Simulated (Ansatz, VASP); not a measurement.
## Two plane-wave programs on Si

```
Si
1.0
     0.00000    2.72770    2.70812
     2.72770    0.00000    2.70812
     2.72770    2.72770    0.00000
Si
2
Direct
  0.00000 0.00000 0.00000
  0.25000 0.25000 0.25000
```

Alike in both runs: task single point; functional PBEsol; k mesh 10 × 10 × 10; non-collinear spin, spin-orbit coupling.

|  | VASP | Ansatz |
| --- | --- | --- |
| version | VASP 6.6.1 | Ansatz 0.2.0 |
| potentials or method | VASP PAW PBE potentials, release 64 (Si) | plane waves, PAW |
| plane-wave cutoff (eV) | 520 | 420 |
| occupations | gaussian, width 0.01 eV | fixed |
| valence electrons in the cell | 8 | 8 |

Ansatz gave:

- gap on the k mesh at the Fermi level (eV): 0.40
- least direct gap on the mesh (eV): 2.45
- net moment per atom (μB): 0.00

Which values does VASP return?

gap on the k mesh at the Fermi level (eV): 0.39; least direct gap on the mesh (eV): 2.45; net moment per atom (μB): 0.00.
